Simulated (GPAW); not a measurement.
# Ru (P6_3/mmc) in GPAW: single point with PBE+U

Aim: the single point of Ru with PBE+U.

All numbers are computed with GPAW 26.7.0; they aren't measurements. Logs are shortened: lines on timing, memory, paths and dates and some standing lists are left out, and cuts for length are marked. The log counts tension as positive stress, the text compression.

### 1 The structure

It takes space group P6_3/mmc (No. 194, hexagonal). Conventional cell: a = 2.706 Å, b = 2.706 Å, c = 4.282 Å, α = 90.00°, β = 90.00°, γ = 120.00°. Ru (site symmetry -6m2) is surrounded by 12 Ru at 2.65 to 2.71 Å.

### 2 Single point, PBE+U

File run.py:

```python
from ase.dft.bandgap import bandgap
from ase.io import read, write
from ase.units import GPa
from gpaw import GPAW, PW

atoms = read('Ru.xyz')

calc = GPAW(mode=PW(600),
            xc='PBE',
            kpts={'size': (11, 11, 6), 'gamma': True},
            occupations={'name': 'fermi-dirac', 'width': 0.05},
            setups={'Ru': ':d,8.0'},
            nbands=29,
            convergence={'density': 1e-05, 'energy': 1e-05},
            maxiter=150,
            txt='gpaw.txt')
atoms.calc = calc
energy = atoms.get_potential_energy()
forces = atoms.get_forces()
stress = atoms.get_stress()
calc.write('gs.gpw')
write('result.traj', atoms)
print(f'Energy: {energy:.6f} eV')
print('Forces (eV/A):')
print(forces.round(4))
print('Stress (GPa):', (stress / GPa).round(3))
print('Fermi level:', round(calc.get_fermi_level(), 4), 'eV')
print(f'Gap: {bandgap(calc)[0]:.4f} eV, direct: {bandgap(calc, direct=True)[0]:.4f} eV')
```

File Ru.xyz:

```xyz
2
Lattice="2.7058000000 0.0000000000 0.0000000000 -1.3529000000 2.3432915376 0.0000000000 0.0000000000 0.0000000000 4.2819000000" Properties=species:S:1:pos:R:3 pbc="T T T"
Ru     1.3529000001      0.7810971791      3.2114250000
Ru    -0.0000000001      1.5621943585      1.0704750000
```

Potentials or basis: GPAW PAW data sets (gpaw-data 1.2.1), pw.

Run with:

```console
$ OMP_NUM_THREADS=1 python run.py
```

gpaw.txt:

```text
__  _  _
 | _ |_)|_||  |
 |__||  | ||/\| - 26.7.0

Input parameters:
  mode=PW(ecut=600.0),
  convergence={'density': 1e-05, 'energy': 1e-05},
  kpts=MonkhorstPack(size=(11, 11, 6), gamma=True),
  maxiter=150,
  nbands=29,
  occupations=Occupations(name='fermi-dirac', width=0.05),
  setups={'Ru': ':d,8.0'},
  xc=XC(name='PBE')

Diagonalizing LCAO Hamiltonian
Converting LCAO to pw mode

          Ru

        Ru

Atoms  # Å, Bohr magnetons
|   | symbol |         x |        y |        z |    initial magnetic moments |
|---|--------|-----------|----------|----------|-----------------------------|
| 0 |     Ru |  1.352900 | 0.781097 | 3.211425 | ( 0.0000,  0.0000,  0.0000) |
| 1 |     Ru | -0.000000 | 1.562194 | 1.070475 | ( 0.0000,  0.0000,  0.0000) |

Unit cell  # Å
| periodic |         x |        y |        z |  lengths |     angles |
|----------|-----------|----------|----------|----------|------------|
|      yes |  2.705800 | 0.000000 | 0.000000 | 2.705800 |  90.000000 |
|      yes | -1.352900 | 2.343292 | 0.000000 | 2.705800 |  90.000000 |
|      yes |  0.000000 | 0.000000 | 4.281900 | 4.281900 | 120.000000 |

Number of symmetries: 12
Symmetry operations  # r_c * U_cc + t_c -> r_c
|    | kind |            matrix            |
|----|------|------------------------------|
|  0 |  σ   |  1, 1, 0,  0,-1, 0,  0, 0, 1 |
|  1 |  S6  |  1, 1, 0, -1, 0, 0,  0, 0,-1 |
|  2 |  E   |  1, 0, 0,  0, 1, 0,  0, 0, 1 |
|  3 |  C2  |  1, 0, 0, -1,-1, 0,  0, 0,-1 |
|  4 |  C2  |  0, 1, 0,  1, 0, 0,  0, 0,-1 |
|  5 |  C3  |  0, 1, 0, -1,-1, 0,  0, 0, 1 |
|  6 |  S6  |  0,-1, 0,  1, 1, 0,  0, 0,-1 |
|  7 |  σ   |  0,-1, 0, -1, 0, 0,  0, 0, 1 |
|  8 |  σ   | -1, 0, 0,  1, 1, 0,  0, 0, 1 |
|  9 |  i   | -1, 0, 0,  0,-1, 0,  0, 0,-1 |
| 10 |  C3  | -1,-1, 0,  1, 0, 0,  0, 0, 1 |
| 11 |  C2  | -1,-1, 0,  0, 1, 0,  0, 0,-1 |

BZ-sampling:
  Number of BZ points: 726
  Number of IBZ points: 84

  Monkhorst-Pack size: [11, 11, 6]
  Monkhorst-Pack shift: [0.0, 0.0, 0.08333333333333333]

K-points  # in reciprocal-cell coordinates
|     |                                coordinates |     weight |
|-----|--------------------------------------------|------------|
|   0 | (  0.00000000,   0.00000000,   0.00000000) | 0.00137741 |
|   1 | (  0.00000000,   0.00000000,   0.16666667) | 0.00275482 |
|   2 | (  0.00000000,   0.00000000,   0.33333333) | 0.00275482 |
|   3 | (  0.00000000,   0.00000000,   0.50000000) | 0.00137741 |
|   4 | (  0.09090909,   0.00000000,  -0.33333333) | 0.00826446 |
|   5 | (  0.09090909,   0.00000000,  -0.16666667) | 0.00826446 |
|   6 | (  0.09090909,   0.00000000,   0.00000000) | 0.00826446 |
|   7 | (  0.09090909,   0.00000000,   0.16666667) | 0.00826446 |
|   8 | (  0.09090909,   0.00000000,   0.33333333) | 0.00826446 |
|   9 | (  0.09090909,   0.00000000,   0.50000000) | 0.00826446 |
| ... |                                            |            |
|  83 | (  0.45454545,   0.45454545,   0.50000000) | 0.00826446 |

Plane wave coefficients: 935
Cutoff: 600.0 eV

Spin-components: 1 (collinear spins)
Bands:           29
Projectors:      12
Spin-degeneracy: 2
Datatype:        complex128

Parallelization:
  kpt:    1
  domain: 1
  band:   1

Density:
  Valence electrons: 32.0
  Components: 1
  Grid points: [16 16 25]
  Charge: 0.0  # |e|

Potential:
  Grid points: [16 16 25]

species:
  Ru:
    name:    Ruthenium
    Z:       44.0
    valence: 16
    core:    28
    charge:  0.0  # [|e|]
    Hubbard: {U: 8.0,  # eV
              l: 2,
              scale: True}
    compensation charges:
      type: gauss
      rc: 0.39  # [Å]
      lmax: 2
    cutoffs:
      filter: 2.16  # [Å]
      core: 1.30  # [Å]
    projectors
    | kind |    occ | energy [eV] | rcut [Å] |
    |------|--------|-------------|----------|
    |   4s |  2.000 |     -76.316 |    1.281 |
    |   5s |  1.000 |      -4.236 |    1.281 |
    |   4p |  6.000 |     -46.423 |    1.286 |
    |   5p |  0.000 |      -0.913 |    1.286 |
    |   4d |  7.000 |      -5.203 |    1.254 |
    |    d |        |      22.008 |    1.254 |

    Using partial waves for Ru as LCAO basis

Reference energy: -246490.249966  # eV

eigensolver:
  PPCG
  Converge bands: occupied
  niter=2

density mixing:
  MSR1-Mixer
  Pratt-step length: 0.05
  Maximum mixing coefficient: 0.75
  Old densities: 10
  SVD Regularization: 0.005
  Good broyden scale: 1.0
  Trust region scale: 1.0
  Backstep threshold: 4.0
  History deletion threshold: 6.0
  Fourier metric: weight=20.0, sigma=0.015

occupation numbers:
  Fermi-Dirac:
    width: 0.0500  # eV

poisson solver:
  ecut: 4800.0  # eV

xc functional:
  name: PBE with 2 nearest neighbor stencil

convergence criteria:
[... 6 lines left out ...]
|iter     | |      energy | eigst |  dens |
|---------|-|-------------|-------|-------|
|iter:   1| |   -2.916653 | +0.09 |       |
|iter:   2| |   -2.773644 | -2.87 | -1.29 |
|iter:   3| |   -2.275041 | -2.06 | -1.34 |
|iter:   4| |   -2.294262 | -3.99 | -2.32 |
|iter:   5| |   -2.313842 | -3.66 | -2.57 |
|iter:   6| |   -2.324821 | -4.74 | -2.85 |
|iter:   7| |   -2.380017 | -3.57 | -2.87 |
|iter:   8| |   -2.868907 | -2.54 | -2.65 |
|iter:   9| |   -2.990618 | -3.92 | -1.99 |
|iter:  10| |   -2.305620 | -2.08 | -2.01 |
[... 103 further cycles ...]
|iter: 114| |   -2.255035 | -4.09 | -3.41 |
|iter: 115| |   -2.257298 | -4.31 | -3.15 |
|iter: 116| |   -2.255541 | -4.20 | -3.49 |
|iter: 117| |   -2.256338 | -4.66 | -3.30 |
|iter: 118| |   -2.256123 | -5.27 | -3.42 |
|iter: 119| |   -2.256182c| -5.45 | -4.19 |
|iter: 120| |   -2.256127c| -6.09 | -4.05 |
|iter: 121| |   -2.256133c| -6.62 | -4.37 |
|iter: 122| |   -2.256135c| -7.31 | -5.32c|
|iter: 123| |   -2.256136c| -7.60c| -5.80c|

Converged in 123 steps
Energy contributions relative to reference atoms: (reference = -246490.249966)

Energy contributions:
  Kinetic:          22.613108
  Coulomb:         -23.173758
  Zero:             -1.189592
  External:          0.000000
  Xc:               -0.496484
  Entropy:          -0.018821
  Spinorbit:         0.000000
  ----------------------------
  Free energy:      -2.265546
  Extrapolated:     -2.256136

dipole moment: (0.000000, 0.000000, 0.000001)  # |e|*Ang

Fermi level: 12.117
Eigenvalues  # (at kpt = [0.000, 0.000, 0.000])
| band index |      eig [eV] | occ [0-2] |
|------------|---------------|-----------|
|          0 |       -58.762 |     2.000 |
|        ... |               |           |
|          9 |         5.986 |     2.000 |
|         10 |         8.844 |     2.000 |
|         11 |         8.844 |     2.000 |
|         12 |         9.175 |     2.000 |
|         13 |         9.488 |     2.000 |
|         14 |         9.488 |     2.000 |
|         15 |        11.276 |     2.000 |
|         16 |        11.276 |     2.000 |
|         17 |        13.881 |     0.000 |
|         18 |        13.881 |     0.000 |
|         19 |        14.662 |     0.000 |
|         20 |        23.186 |     0.000 |
|         21 |        28.593 |     0.000 |
|         22 |        31.294 |     0.000 |
|         23 |        31.895 |     0.000 |
|         24 |        36.560 |     0.000 |
|        ... |               |           |
|         28 |        38.242 |     0.000 |

No gap
No difference between direct/indirect transitions

Forces  # eV/Ang
|        x |        y |        z |
|----------|----------|----------|
|  0.00000 | -0.00000 | -0.00015 |  # Ru   0
| -0.00000 |  0.00000 |  0.00015 |  # Ru   1

Stress tensor  # eV/Ang^3
|         x |         y |         z |
|-----------|-----------|-----------|
|  0.071251 | -0.000000 |  0.000000 |
| -0.000000 |  0.071251 | -0.000000 |
|  0.000000 | -0.000000 |  0.078559 |

# Writing to gs.gpw (mode='')
```

Wall time 2.5 min (1 thread of AMD EPYC 9R45 (Zen 5), shared host); peak memory 0.18 GiB.

Results:

| Item | Value |
| --- | --- |
| Free energy | -2.2655 eV |
| Pressure | -11.8 GPa |
| Band gap on the k mesh | none (metal or under the smearing width) |

Levels at points of the mesh, in eV from the Fermi level:
```csv
k point,band 13,band 14,band 15,band 16,band 17,band 18,band 19,band 20
"(0.00, 0.00, 0.00)",-2.94,-2.63,-2.63,-0.84,-0.84,1.76,1.76,2.54
"(0.00, 0.00, 0.50)",-3.29,-3.29,-2.47,-2.47,0.92,0.92,0.92,0.92
```

Caveat: U without spin polarisation on a metal has little footing; the U is typed as a test and isn't derived for this compound.
